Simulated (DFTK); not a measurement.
Sn under changes of volume

One of the cells (33.803 Å³/atom); the others are scaled copies at fixed shape and fractional positions:

```
Sn
1.0
     0.00000    3.23334    3.23334
     3.23334    0.00000    3.23334
     3.23334    3.23334    0.00000
Sn
2
Direct
  0.75000 0.75000 0.75000
  0.50000 0.50000 0.50000
```

This isn't the form of Sn at room conditions, which is tetragonal (white tin).

```yaml
Program: DFTK 0.8.2
Functional: PBE
Potentials_or_basis: dojo.nc.sr.pbe.v0_4_1.standard.upf (PBE)
Cutoff: 980 eV
k_mesh: 7 × 7 × 7
Occupations: fermi-dirac, width 0.05 eV
Spin: no spin polarisation
```

| volume (Å³/atom) | energy over the lowest point (meV/atom) | pressure (GPa) |
| --- | --- | --- |
| 31.775 | 103.22 | 7.7 |
| 32.451 | ? | ? |
| 33.127 | 49.67 | 5.0 |
| 33.803 | 30.82 | 3.9 |
| 34.479 | 16.56 | 2.9 |
| 35.155 | 6.44 | 2.0 |
| 35.831 | 0.00 | 1.1 |

Task: What does the run at 32.451 Å³/atom give?

Result: Energy over the lowest point 73.60 meV/atom; pressure 6.3 GPa.

Worked out: A Birch-Murnaghan fit of order 3 (a polynomial in V^(-2/3)) to the other rows has its minimum at 36.86 Å³/atom, just outside them, with B0 = V·E''(V) = 37 GPa and B' = 4.7. It gives 73.60 meV/atom at 32.451 Å³/atom, against the run's 73.60, and -dE/dV = 6.3 GPa, against 6.3.

Energies are extrapolated to zero smearing.

Caveats: the minimum lies outside the volumes run.
